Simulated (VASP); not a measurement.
SnO2:

```xyz
3
Lattice="0.0000 2.5741 2.5741 2.5741 0.0000 2.5741 2.5741 2.5741 0.0000" Properties=species:S:1:pos:R:3 pbc="T T T"
Sn    0.0000    0.0000    0.0000
O     3.8612    3.8612    3.8612
O     1.2871    1.2871    1.2871
```

Measurements of this composition are mostly on another form, of space group No. 136.

```yaml
Program: VASP 6.6.1
Task: relaxation of cell and atoms
Functional: r2SCAN
Dispersion: rVV10
Potentials_or_basis: VASP PAW PBE potentials, release 64 (Sn_d, O)
Cutoff: 600 eV
k_mesh: 9 × 9 × 9
Occupations: gaussian, width 0.05 eV
Spin: no spin polarisation
```

At the start: pressure -10.2 GPa; volume 11.37 Å³/atom.

**Question.** How do energy, volume and symmetry change on relaxing?

**Answer.** Over 3 steps the energy falls by 18.1 meV/atom and the volume is 10.83 Å³/atom (-4.7 %); space group Fm-3m (No. 225, to 0.05 Å).

The path:
| step | energy change (eV) | largest force (eV/Å) | pressure (GPa) | volume (Å³) |
| --- | --- | --- | --- | --- |
| 1 | 0.0000 | 0.0000 | -10.17 | 34.11 |
| 2 | 0.0262 | 0.0000 | 15.17 | 30.67 |
| 3 | -0.0544 | 0.0000 | -0.13 | 32.49 |

Final structure:
```
CELL_PARAMETERS angstrom
0.00000 2.53274 2.53274
2.53274 0.00000 2.53274
2.53274 2.53274 0.00000
ATOMIC_POSITIONS crystal
Sn 0.00000 0.00000 0.00000
O 0.75000 0.75000 0.75000
O 0.25000 0.25000 0.25000
```

Caveat: the PAW data sets were made with another functional, which shifts forces and pressure a little.
